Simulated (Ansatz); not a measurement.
SrO: the change of pressure and energy less free atoms with volume per atom

Results calculated with Ansatz 0.2.0, not measured. Periodic Kohn-Sham DFT of a crystal at fixed atoms; pressure and stress are positive in compression; the energy is the free energy less that of spherical unpolarised free atoms; site moments are those in the method's own spheres, positive along +z.

Cell of the first row (space group Fm-3m, No. 225):
```
SrO
1.0
      0.0000     2.5173     2.5173
      2.5173     0.0000     2.5173
      2.5173     2.5173     0.0000
Sr O
1 1
Direct
  0.00000 0.00000 0.00000
  0.50000 0.50000 0.50000
```

Settings of every row: method all-electron LAPW; functional LDA; relativity scalar; k mesh 8x8x8; filling fermi-dirac; smearing width 0.02 eV; basis error target 0.25 meV/atom; nucleus gaussian.

Atom start moment: 0 on all atoms.

| row | volume per atom (Å³) | pressure (GPa) | energy less free atoms (eV/atom) |
| --- | --- | --- | --- |
| 1 | 15.952 | 1.925 | -6.7137 |
| 2 | 16.122 | 0.756 | -6.7151 |
| 3 | 16.292 | -0.347 | -6.7153 |
| 4 | 16.631 | -2.37 | -6.7124 |
| 5 | 16.801 | ? | ? |
| 6 | 16.971 | -4.173 | -6.7054 |
| 7 | 17.14 | -5.001 | -6.7006 |
| 8 | 17.31 | -5.781 | -6.6948 |
| 9 | 17.649 | -7.211 | -6.681 |
| 10 | 17.819 | -7.866 | -6.6731 |
| 11 | 17.989 | -8.484 | -6.6644 |

Question: what pressure and energy less free atoms should row 5 give?

Worked fit of pressure. Take u = (V_r/V)^(2/3) − 1 with V_r = 17.056 Å³ an atom, which is twice the finite (Eulerian) strain; such expansions in the strain, on which the Birch-Murnaghan equation of state is built, carry the rest volume and the bulk modulus. The shown rows have u = 0.04562, 0.03826, 0.03102, 0.01696, 0.00334, -0.00327, -0.00981, -0.02253, -0.02875, -0.03488. Least squares give pressure = −4.5958 + 124.645 × u + 387.59 × u² + 290 × u³ GPa; a parabola predicts inner rows, each left out in turn, worse (root mean square 0.004 against 0.0016 GPa). The rows lie off it by 0.000, -0.001, 0.001, -0.001, 0.002, -0.002, 0.001, 0.000, 0.000, 0.000. The pressure vanishes at u = 0.0333, or V = 16.24 Å³ an atom, and there the bulk modulus at fixed shape and fractions is B = −V dP/dV = (2/3)(1 + u) dP/du = 104 GPa. The withheld row has u = 0.01009, so the fit gives −4.5958 + 124.645 × (0.01009) + 387.59 × (0.01009)² + 290 × (0.01009)³ = -3.298 GPa.

The calculation gave -3.298 GPa. The fit meets it to the printed digit.

Worked fit of energy less free atoms. Take u = (V_r/V)^(2/3) − 1 with V_r = 17.056 Å³ an atom, which is twice the finite (Eulerian) strain; such expansions in the strain, on which the Birch-Murnaghan equation of state is built, carry the rest volume and the bulk modulus. The shown rows have u = 0.04562, 0.03826, 0.03102, 0.01696, 0.00334, -0.00327, -0.00981, -0.02253, -0.02875, -0.03488. Least squares give energy less free atoms = −6.70308 − 0.7307 × u + 10.893 × u² eV/atom; a straight line predicts inner rows, each left out in turn, worse (root mean square 0.0062 against 6.1e-05 eV/atom). The rows lie off it by 0.0000, 0.0000, 0.0000, -0.0001, 0.0000, 0.0000, 0.0001, 0.0001, 0.0000, -0.0001. Its lowest point lies at u = 0.0335, or V = 16.23 Å³ an atom, and the curvature there gives the bulk modulus at fixed shape and fractions, B = (4/9)(1 + u)² E″(u)/V = 102 GPa. The withheld row has u = 0.01009, so the fit gives −6.70308 − 0.7307 × (0.01009) + 10.893 × (0.01009)² = -6.7093 eV/atom.

The calculation gave -6.7094 eV/atom. The fit lies 0.0001 eV/atom (0.2 % of the column's range) above it, one unit of the last digit.
